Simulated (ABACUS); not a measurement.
ZnSe (Stilleite):

```
CELL_PARAMETERS angstrom
0.00000 2.83380 2.83380
2.83380 0.00000 2.83380
2.83380 2.83380 0.00000
ATOMIC_POSITIONS crystal
Se 0.25000 0.25000 0.25000
Zn 0.00000 0.00000 0.00000
```

Base run:

```yaml
Program: ABACUS 3.10.1
Functional: HLE16
Potentials_or_basis: SG15 ONCV 1.2 PBE
Cutoff: 1184 eV
Density_cutoff: 4735 eV
Basis: plane waves
k_mesh: 6 × 6 × 6
Occupations: fermi-dirac, width 0.05 eV
Spin: no spin polarisation
```

Its results: band gap on the k mesh 2.74 eV, direct; pressure -2.0 GPa.

Task: The run is repeated on the same cell with these changes: functional from HLE16 to MS2; cutoff from 1184 eV to 1374 eV; density cutoff from 4735 eV to 5497 eV; k mesh from 6 × 6 × 6 to 5 × 5 × 5. What comes out?

Result: Band gap on the k mesh 1.93 eV, direct; pressure 132.1 GPa.

Several settings changed at once, so the effect can't be laid on one alone.

Caveats: the potentials were made for another functional, which shifts forces and pressure; the potentials were made for a functional far from this one (some runs); a pressure of tens of GPa on the cell as given is suspect, and the run, the potentials or the cell itself is likely at fault (some runs).

